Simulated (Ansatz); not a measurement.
# From the elastic tensor of GaSb at 22 GPa (stress–strain coefficients) to moduli and sound speeds

Theory: DFT PBE, scalar-relativistic, plane waves, PAW in Ansatz 0.2.0. Settings: 420 eV plane-wave cutoff, Γ-centred 12×12×12 mesh, fixed occupations. No spin polarisation.

Symmetry: F-43m, No. 216, cubic system. The conventional cell has a = 5.692 Å, b = 5.692 Å, c = 5.692 Å, α = 90.00°, β = 90.00°, γ = 90.00°. Around Ga (site symmetry -43m) lie 4 Sb at 2.46 Å. Around Sb (site symmetry -43m) lie 4 Ga at 2.46 Å.

Spin–orbit coupling is left out, which matters for heavy elements. The real crystal has changed phase below this pressure. The bands were filled as in an insulator; under compression the gap may have closed between mesh points.

Relaxed-ion constants (GPa, on the Cartesian axes of the calculation):
C11 = 160.1, C12 = 122.0, C13 = 122.0, C22 = 160.1, C23 = 122.0, C33 = 160.1, C44 = 40.9, C55 = 40.9, C66 = 40.9 GPa; the others vanish.

Density 6.898 g/cm³; 2 atoms in 46.09 Å³.

The values that follow are for a polycrystal of randomly turned grains, by Hill's mean where one number stands.

With S = C⁻¹: B_V = (C11+C22+C33+2(C12+C13+C23))/9, G_V = (C11+C22+C33−C12−C13−C23+3(C44+C55+C66))/15, 1/B_R = S11+S22+S33+2(S12+S13+S23), 15/G_R = 4(S11+S22+S33−S12−S13−S23)+3(S44+S55+S66); Hill is their mean. Then v_l = √((B+4G/3)/ρ), v_t = √(G/ρ), v_m = [(2/v_t³+1/v_l³)/3]^(−1/3) and Θ = (ħ/k_B)·v_m·(6π²n/V)^(1/3) for n atoms in the volume V; E = 9BG/(3B+G), ν = (3B−2G)/(2(3B+G)) and A^U = 5G_V/G_R + B_V/B_R − 6.

* Bulk modulus, Voigt / Reuss / Hill: 134.7 / 134.7 / 134.7 GPa
* Shear modulus, Voigt / Reuss / Hill: 32.2 / 28.0 / 30.1 GPa
* Young's modulus: 84 GPa
* Poisson ratio: 0.396
* Pugh ratio B/G: 4.48
* Universal anisotropy index: 0.74
* Longitudinal and transverse sound speeds: 5035 and 2089 m/s
* Debye temperature from the mean sound speed: 247 K

Cost: 1 run of about 2.5 core-minutes, on Intel Xeon 6975P-C (Granite Rapids) (shared hosts).

Compressed zinc-blende GaSb resists a change of volume far better than a change of shape: the bulk modulus is 134.7 GPa, the Hill shear modulus only 30.1 GPa. Squeezing the open tetrahedral network shortens bonds against steeply rising repulsion, whereas shear is opposed largely by the weaker angular forces of the sp³ bonds. The softest shear is the tetragonal one, governed by C11 − C12; its resistance is less than half of C44, even though C44 is itself lowered by the relative shift of the two sublattices.

All the cubic stability conditions for stress–strain coefficients are met, so the lattice withstands small homogeneous strains. This is compatible with the known transformation, which is first order and can occur well before an elastic instability. The Pugh ratio of 4.48 is poor evidence of ductility, since pressure itself raises B/G and the criterion is an empirical one drawn from metals at ambient pressure. Stability against short-wavelength phonons, notably the transverse acoustic modes at the zone boundary, remains untested.
